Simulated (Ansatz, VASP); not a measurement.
WC (Qusongite) in VASP and in Ansatz

```
CELL_PARAMETERS angstrom
2.89849 0.00000 0.00000
-1.44924 2.51017 0.00000
0.00000 0.00000 2.82781
ATOMIC_POSITIONS crystal
W 0.00000 0.00000 0.00000
C 0.66667 0.33333 0.50000
```

Alike in both runs: functional PBEsol; k mesh 18 × 18 × 14; occupations gaussian, width 0.1 eV; no spin polarisation.

Ansatz relaxed the structure, and its values are those at the end. VASP's run is a single point on that final structure, the one shown.

```csv
,VASP,Ansatz
version,VASP 6.6.1,Ansatz 0.2.0
potentials or method,"VASP PAW PBE potentials, release 64 (W_sv, C)","scalar-relativistic, plane waves, PAW"
plane-wave cutoff (eV),520,420
valence electrons in the cell,18,18
```

Ansatz gave:

- gap on the k mesh at the Fermi level (eV): none
- pressure (GPa): 0.0

Estimate VASP's values.

gap on the k mesh at the Fermi level (eV): none; pressure (GPa): 1.2.

A gap of «none» marks a metal or a gap that the smearing closes. With one functional, cell and mesh, what is left measures potentials, basis and numerics.

Caveats: the PAW data sets were made with another functional, which shifts forces and pressure a little (VASP). The runs have no spin-orbit coupling, so splittings on W are missing.
